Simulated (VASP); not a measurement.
Runs of VASP 6.6.1 on Ge. It takes space group Fd-3m (No. 227, cubic). The conventional cell has a = 5.658 Å, b = 5.658 Å, c = 5.658 Å, α = 90.00°, β = 90.00°, γ = 90.00°. Ge (site symmetry -43m) is surrounded by 4 Ge at 2.45 Å. 

```tsv
task	level	smearing	gap on the mesh (eV)	pressure (GPa)
single point	PBE	gaussian 0.012 eV	0.03	(a)
band structure	revTPSS	fermi-dirac 0.05 eV	0.17	-3.6
band structure	MS2	fermi-dirac 0.05 eV	0.54	(b)
band structure	TPSS	fermi-dirac 0.05 eV	0.14	-0.7
```

Alike in all rows: potentials or basis VASP PAW PBE potentials, release 64 (Ge_d); no spin polarisation; cell as given; k mesh 8 × 8 × 8; cutoff (eV) 520.

Task: Fill in the values left out.

Result: (a) 3.4; (b) -0.8.

Caveats: the PAW data sets were made with another functional, which shifts forces and pressure a little (some runs).

A k mesh can miss the band edges, and the runs leave out spin-orbit coupling on Ge.
